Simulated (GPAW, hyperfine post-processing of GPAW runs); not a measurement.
## ZnCuF4: paramagnetic NMR shifts

Wanted: contact shifts and dipolar anisotropies of 19F and 67Zn in paramagnetic ZnCuF4 at 330 K.

Program: GPAW 26.7.0. Level of theory: DFT, revPBE+U, plane-wave PAW, GPAW setups, collinear spin, scalar-relativistic. Results are calculated unless marked as measured.

## 1. The starting structure

The cell holds 12 atoms: 2 Zn, 2 Cu and 8 F. Cell: a = 5.145 Å, b = 5.183 Å, c = 6.221 Å, α = 65.6°, β = 65.6°, γ = 90.0°.

Structure file:

```cif
data_structure
_symmetry_space_group_name_H-M 'P1'
_symmetry_Int_Tables_number 1
_cell_length_a 5.1450
_cell_length_b 5.1828
_cell_length_c 6.2207
_cell_angle_alpha 65.623
_cell_angle_beta 65.587
_cell_angle_gamma 89.979
_cell_volume 134.65
loop_
_atom_site_label
_atom_site_type_symbol
_atom_site_symmetry_multiplicity
_atom_site_Wyckoff_symbol
_atom_site_fract_x
_atom_site_fract_y
_atom_site_fract_z
_atom_site_occupancy
Zn1 Zn 1 a 0.25262 0.25233 0.50023 1
Zn2 Zn 1 a 0.74954 0.75390 0.50133 1
Cu1 Cu 1 a 0.00124 0.49720 0.00116 1
Cu2 Cu 1 a 0.49805 0.99840 0.99920 1
F1 F 1 a 0.32449 0.81433 0.73444 1
F2 F 1 a 0.05453 0.55125 0.26954 1
F3 F 1 a 0.67909 0.17995 0.27306 1
F4 F 1 a 0.18165 0.05339 0.26863 1
F5 F 1 a 0.94258 0.44699 0.73428 1
F6 F 1 a 0.44110 0.31598 0.73220 1
F7 F 1 a 0.82438 0.95111 0.72967 1
F8 F 1 a 0.55694 0.68319 0.26644 1
```

The cell is a computed entry of the Materials Project; it need not be the form that is stable at ambient conditions. The atoms stand as given; the largest force on them is 0.32 eV/Å.

## 2. All moments parallel

With all Cu moments parallel, the spin density at each nucleus is that of the fully magnetised paramagnet. A Hubbard U holds the open shell closer to the ion than the plain functional does, which changes how much spin reaches the ligands. GPAW's U acts on normalised projectors, so its value can't be carried over from other programs one to one.

The input, scf.py:

```python
import json
from ase import Atoms
from ase.parallel import parprint
from gpaw import GPAW, PW, FermiDirac, MixerDif

atoms = Atoms(['Zn', 'Zn', 'Cu', 'Cu', 'F', 'F', 'F', 'F', 'F', 'F', 'F', 'F'],
              cell=[[5.145025, 0.0, 0.0], [0.001921, 5.182771, 0.0], [2.571047, 2.566552, 5.049717]],
              scaled_positions=[[0.252618, 0.252332, 0.50023], [0.749539, 0.7539, 0.501333], [0.001239, 0.497202, 0.001163], [0.498045, 0.9984, 0.999197], [0.324487, 0.814334, 0.734436], [0.054533, 0.55125, 0.269538], [0.67909, 0.179952, 0.273059], [0.181645, 0.053386, 0.268627], [0.942575, 0.446985, 0.734285], [0.4411, 0.31598, 0.732202], [0.824382, 0.951114, 0.72967], [0.556939, 0.683191, 0.266442]],
              magmoms=[0.0, 0.0, 1.0, 1.0, 0.0, 0.0, 0.0, 0.0, 0.0, 0.0, 0.0, 0.0], pbc=True)
atoms.calc = GPAW(mode=PW(500), xc='revPBE', kpts={'size': (4, 4, 4), 'gamma': True}, spinpol=True, setups={'Cu': ':d,6'},
                  occupations=FermiDirac(0.02, fixmagmom=True), mixer=MixerDif(0.12, 6, 30),
                  convergence={'density': 1e-5}, maxiter=150, symmetry={'tolerance': 1e-4},
                  legacy_gpaw=True, txt='scf.txt')
parprint('energy', atoms.get_potential_energy())
parprint('moment', atoms.get_magnetic_moment())
parprint('moments', json.dumps(atoms.get_magnetic_moments().round(4).tolist()))
parprint('fermi', json.dumps(list(map(float, atoms.calc.get_fermi_levels()))))
levels = [[e - f for k in range(len(atoms.calc.get_ibz_k_points())) for e in atoms.calc.get_eigenvalues(k, s)] for s, f in enumerate(atoms.calc.get_fermi_levels())]
parprint('gap', min(min(e for e in x if e > 0) + f for x, f in zip(levels, atoms.calc.get_fermi_levels())) - max(max(e for e in x if e <= 0) + f for x, f in zip(levels, atoms.calc.get_fermi_levels())))
parprint('positions', json.dumps(atoms.get_scaled_positions(wrap=False).round(6).tolist()))
parprint('forces', json.dumps(atoms.get_forces().round(4).tolist()))
atoms.calc.write('gs.gpw')
```

A second script reads the saved density on one core and turns GPAW's hyperfine parameters into fields at the nuclei:

The input, contact.py:

```python
import numpy as np
from ase.units import _e, _hplanck
from gpaw import GPAW
from gpaw.hyperfine import hyperfine_parameters

calc = GPAW('gs.gpw', legacy_gpaw=True, txt=None)
tesla = _e / _hplanck / 7.6225932e6 / 2  # eV per unit g_N to the field at the nucleus
valence = hyperfine_parameters(calc, exclude_core=True)
try:
    full = hyperfine_parameters(calc)
except AssertionError:
    full = valence
    print('the core solver failed')
print('atom     contact field (T): all, valence')
for a, s in enumerate(calc.get_atoms().symbols):
    print(f'{a + 1:3d} {s:2s} {np.trace(full[a]) / 3 * tesla:11.5f} {np.trace(valence[a]) / 3 * tesla:11.5f}')
```

Launch:

```bash
OMP_NUM_THREADS=1 mpirun -n 4 gpaw python scf.py > gpaw.log
python contact.py
```

Numbers of over 12 decimals in the logs are rounded to 6 here.

The program printed:

```text
[a pick of lines from scf.txt and the scripts' output, long numbers rounded; set-up, eigenvalues, and the printed gap, site moments, positions and forces are left out]
Symmetries present (total): 1
64 k-points: 4 x 4 x 4 Monkhorst-Pack grid + [1/8,1/8,1/8]
36 k-points in the irreducible part of the Brillouin zone
  Cutoff energy: 500.000 eV
Occupation numbers: Fixed magnetic moment: 2.000
  width: 0.0200  # eV
XC parameters: revPBE with 2 nearest neighbor stencil
Number of bands in calculation: 67
Number of valence electrons: 102
iter:   1 01:16:21   -44.928279                   +1.9677
iter:   2 01:16:29   -44.484229   -0.79  -1.16    +1.9903
iter:   3 01:16:37   -42.468088   -0.61  -1.26    +2.0016
[... 10 further iterations ...]
iter:  14 01:18:04   -42.630305c  -7.21  -4.68    +2.0000
iter:  15 01:18:12   -42.630305c  -7.52c -4.96    +2.0000
iter:  16 01:18:20   -42.630305c  -8.52c -5.22c   +2.0000
Converged after 16 iterations.
Total magnetic moment: (0.000000, 0.000000, 2.000000)
Local magnetic moments:
Free energy:    -42.630305
Extrapolated:   -42.630305
Fermi levels: 3.80474, 2.29543
energy -42.630305
moment 2.000000
fermi [3.804735, 2.295431]
atom     contact field (T): all, valence
  1 Zn     0.51977     0.53501
  2 Zn     0.50429     0.51925
  3 Cu   -10.39769     1.26576
  4 Cu   -10.39777     1.26289
  5 F      1.92373     2.63641
  6 F      1.91358     2.63103
  7 F      1.93241     2.63865
  8 F      1.92096     2.64145
  9 F      1.88815     2.60342
 10 F      1.91445     2.62249
 11 F      1.91495     2.62380
 12 F      1.91361     2.63051
```

Wall time 2.4 min (4 MPI ranks of Arm Neoverse V1, shared host).

The cell holds 2.00 μB on 2 Cu, so S = 0.50. The total moment is held at that value. The contact field is B = (2μ₀/3) μB ρ_s, 7.769 T for 1 e/Å³, and A_iso = γB/(2πS) sums over all ions. The valence part leaves out the polarisation of the frozen cores, which GPAW adds afterwards by solving for the core states in the spin-dependent potential:

| site | atom | atoms in cell | links to Cu | field (T) | valence part (T) | A_iso (MHz) |
| --- | --- | --- | --- | --- | --- | --- |
| F(1) | 5 | 2 | bonded to 2 Cu at 1.92 to 2.63 Å | 1.92 | 2.64 | 154 |
| F(2) | 6 | 4 | bonded to 2 Cu at 1.92 to 2.65 Å | 1.91 | 2.63 | 153 |
| F(3) | 7 | 1 | bonded to 2 Cu at 1.92 to 2.70 Å | 1.93 | 2.64 | 155 |
| F(4) | 9 | 1 | bonded to 2 Cu at 1.92 to 2.66 Å | 1.89 | 2.60 | 151 |
| Zn(1) | 1 | 1 | 8 Cu through links of 120 to 122° (8) | 0.520 | 0.535 | 2.77 |
| Zn(2) | 2 | 1 | 8 Cu through links of 120 to 123° (8) | 0.504 | 0.519 | 2.69 |

## 3. Spin flips

Above the ordering point the moments are not free: their couplings set the Weiss constant, which scales every shift. Reversing one ion measures these couplings, and shows at once how much of each shift that ion sends.

Edit scf.py of step 2 so:

```diff
@@ -8,3 +8,3 @@
               scaled_positions=[[0.252618, 0.252332, 0.50023], [0.749539, 0.7539, 0.501333], [0.001239, 0.497202, 0.001163], [0.498045, 0.9984, 0.999197], [0.324487, 0.814334, 0.734436], [0.054533, 0.55125, 0.269538], [0.67909, 0.179952, 0.273059], [0.181645, 0.053386, 0.268627], [0.942575, 0.446985, 0.734285], [0.4411, 0.31598, 0.732202], [0.824382, 0.951114, 0.72967], [0.556939, 0.683191, 0.266442]],
-              magmoms=[0.0, 0.0, 1.0, 1.0, 0.0, 0.0, 0.0, 0.0, 0.0, 0.0, 0.0, 0.0], pbc=True)
+              magmoms=[0.0, 0.0, -1.0, 1.0, 0.0, 0.0, 0.0, 0.0, 0.0, 0.0, 0.0, 0.0], pbc=True)
 atoms.calc = GPAW(mode=PW(500), xc='revPBE', kpts={'size': (4, 4, 4), 'gamma': True}, spinpol=True, setups={'Cu': ':d,6'},
```

The program printed:

```text
[a pick of lines from scf.txt and the scripts' output, long numbers rounded; set-up, eigenvalues, and the printed gap, site moments, positions and forces are left out]
Symmetries present (total): 1
64 k-points: 4 x 4 x 4 Monkhorst-Pack grid + [1/8,1/8,1/8]
36 k-points in the irreducible part of the Brillouin zone
  Cutoff energy: 500.000 eV
Occupation numbers: Fixed magnetic moment: 0.000
  width: 0.0200  # eV
XC parameters: revPBE with 2 nearest neighbor stencil
Number of bands in calculation: 66
Number of valence electrons: 102
iter:   1 01:18:45   -45.018221                   +0.0000
iter:   2 01:18:53   -43.145166   -0.81  -1.16    +0.0000
iter:   3 01:19:01   -42.267286   -0.65  -1.26    +0.0000
[... 11 further iterations ...]
iter:  15 01:20:34   -42.630077c  -7.35  -4.48    -0.0000
iter:  16 01:20:42   -42.630074c  -6.74  -4.72    +0.0000
iter:  17 01:20:50   -42.630074c  -8.27c -5.33c   -0.0000
Converged after 17 iterations.
Total magnetic moment: (0.000000, 0.000000, -0.000000)
Local magnetic moments:
Free energy:    -42.630074
Extrapolated:   -42.630074
Fermi levels: 2.66742, 2.64756
energy -42.630074
moment -1.0020128715475252e-14
fermi [2.667419, 2.647562]
atom     contact field (T): all, valence
  1 Zn     0.09423     0.09499
  2 Zn    -0.09511    -0.09474
  3 Cu    10.31379    -1.35023
[...]
11 F      1.94734     2.63116
 12 F      1.96070     2.65496
```

The job ended after 2.5 min (4 MPI ranks; 9.9 min of CPU time).

The parallel state has -42.6303 eV at zero smearing. Each flip reverses one ion with all its periodic images. It gives an energy and, by half the change of the contact field, the share of that set of ions in each shift at 330 K (ppm; atoms of one site can get unlike shares):

| atom reversed | energy (eV) | change (meV) | F(1) | F(2) | F(3) | F(4) | Zn(1) | Zn(2) |
| --- | --- | --- | --- | --- | --- | --- | --- | --- |
| Cu3 | -42.6301 | 0.2 | -46 / 3970 | -48 / -33 / 3930 | 3970 | 3890 | 433 | 610 |
| Cu4 | -42.6301 | 0.2 | -53 / 3960 | -37 / 3930 / 3940 | -39 | -43 | 626 | 418 |

In mean-field theory Θ = ΔE (S + 1) / (6 S k_B), as a plain mean over the flips, not weighted by how often each ion occurs: Θ = 1 K. Couplings between an ion and its own images are missing, but in this cell they lie beyond the nearest magnetic neighbours. Θ = 0 is used for the shifts.

## 4. The ladder of functionals

Spin transfer to the ligands hangs on how far the functional delocalises the open shell, so other levels show how much the fields depend on it.

Contact fields (T) with all moments parallel; times on 4 MPI ranks of Arm Neoverse V1, shared host. The cutoff is 500 eV where none is named; the moment is held in each run.

```
                    level  moment (μB)     time  F(1)  F(2)  F(3)  F(4)  Zn(1)  Zn(2)
        revPBE +U Cu 6 eV         2.00  2.4 min  1.92  1.91  1.93  1.89  0.520  0.504
                   revPBE         2.00  2.7 min  2.26  2.25  2.29  2.21  0.436  0.415
      revPBE +U Cu 3.6 eV         2.00  2.5 min  2.09  2.08  2.10  2.04  0.468  0.450
      revPBE +U Cu 8.4 eV         2.00  3.2 min  1.72  1.71  1.73  1.69  0.542  0.529
           LDA +U Cu 6 eV         2.00  2.4 min  1.97  1.97  1.98  1.94  0.394  0.374
revPBE +U Cu 6 eV, 650 eV         2.00    3 min  1.91  1.90  1.92  1.87  0.518  0.502
```

## 5. From fields to shifts

The shift is δ = B · g μB (S + 1) / (3 k_B (T − Θ)) with g = 2; at 330 K and Θ = 0 K one tesla gives 2035 ppm. The anisotropy is a sum over point dipoles on the Cu ions, scaled alike; on atoms bound to Cu, spin in their own p shell adds an anisotropy that this leaves out.

```csv
site,nucleus,δ_iso (ppm),reduced anisotropy (ppm),asymmetry
F(1),19F,3920,436,0.51
F(2),19F,3900,432,0.51
F(3),19F,3930,437,0.48
F(4),19F,3840,440,0.48
Zn(1),67Zn,1060,114,0.03
Zn(2),67Zn,1030,114,0.00
```

The reduced anisotropy is δ_zz − δ_iso, with zz the principal value farthest from δ_iso. The Weiss constant adds its own doubt: exchange couplings from semilocal functionals with a U can miss even their sign, and a Θ lower by 100 K would lower every shift by 23 %.

19F MAS at 7.05 T (282.5 MHz), 62.5 kHz, 330 K; contact and dipolar shift alone, no orbital or quadrupolar part; lines under 1.5 % of the strongest are left out. NMR lines, with heights relative to the strongest:

```csv
position (ppm),label,intensity
3452.7,F(2) -2,5.0
3473.3,F(1) -2,2.5
3622.1,F(4) -1,10
3673.9,F(2) -1,40
3694.5,F(1) -1,20
3712.2,F(3) -1,10
3843.3,F(4) centre,25
3895.1,F(2) centre,100
3915.7,F(1) centre,50
3933.4,F(3) centre,25
4064.5,F(4) +1,6.7
4116.3,F(2) +1,27
4136.9,F(1) +1,13
4154.6,F(3) +1,6.6
4285.7,F(4) +2,2.7
4337.5,F(2) +2,10
4358.1,F(1) +2,5.3
4375.8,F(3) +2,2.7
```

## 6. What came out

```
spin of Cu                                   : 0.50
Weiss constant, mean field (rough, not used) : 1 K
19F contact shift at 330 K, Θ = 0 K          : 3920, 3900, 3930, 3840 ppm
67Zn contact shift at 330 K, Θ = 0 K         : 1060, 1030 ppm
```

What this shows: At 330 K the Cu moments shift 19F on F(1) by 3920 ppm, 19F on F(2) by 3900 ppm, 19F on F(3) by 3930 ppm, 19F on F(4) by 3840 ppm, 67Zn on Zn(1) by 1060 ppm and 67Zn on Zn(2) by 1030 ppm, scaled with a pure Curie law. No measured Weiss constant is at hand, and the one from single flips is too rough to scale with, so the shifts are given for a pure Curie law; each 30 K of Θ would move them by about 9 %. Over the levels shown, the field at F(1) runs from 1.72 T (revPBE +U Cu 8.4 eV) to 2.26 T (revPBE). All this holds only well above the ordering temperature and the strongest exchange, neither of which is computed. The orbital (chemical) shift and the pseudocontact shift from g anisotropy are not included. GPAW's core response is not screened by the valence electrons and can be too large by up to a factor of two, so sites where total and valence fields differ much are unsure by that part. g = 2 is used; Cu²⁺ has g near 2.2, which would raise the shifts by about a tenth. For anions bound to the magnetic ion the point-dipole anisotropy lacks the spin in their own p orbitals, and their lines are broad and relax fast. On F(1), F(2), F(3) and F(4) total and valence fields differ by over a quarter of the total (by up to 0.38 times the total); that core part hangs on the functional and on the program's treatment of the cores, and where it exceeds the total neither size nor sign of the shift is settled. The dipole sum is for a spherical crystallite; bulk susceptibility, which broadens real lines, and quadrupolar couplings are left out.

[Logs are printed without paths, hosts, clocks, repeated set-up lines and the standing remarks that a program may print on its own settings, such as how far it seeks lower states.]

[Hosts, paths, dates, database ids (printed as entryN), source tags and the programs' standing remarks are cut or masked in the printed files.]
